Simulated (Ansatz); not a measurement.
## Be, simple cubic: how the functional moves the structure

All rows: Ansatz, plane waves with scalar-relativistic PAW, 420 eV (500 eV for the SCAN forms), relaxed under each functional, no dispersion correction, no zero-point motion. B₀ comes from uniform scaling at fixed shape; a dash is a value not given.

```tsv
functional	V (Å³/atom)	cell	B₀ (GPa)	magnetic state	ΔE to hcp (meV/atom)
PBE	10.26	a = 2.173 Å	76	spin not included	1006
r²SCAN	10.24	a = 2.171 Å	77	spin not included	1062
PBEsol	10.15	a = 2.165 Å	77	spin not included	1024
LDA	9.80	a = 2.140 Å	80	spin not included	1069
revPBE	10.49	a = 2.189 Å	73	spin not included	980
RPBE	10.53	a = 2.192 Å	73	spin not included	976
BLYP	10.51	a = 2.191 Å	68	spin not included	956
```

LDA gives the smallest volume and RPBE the largest.
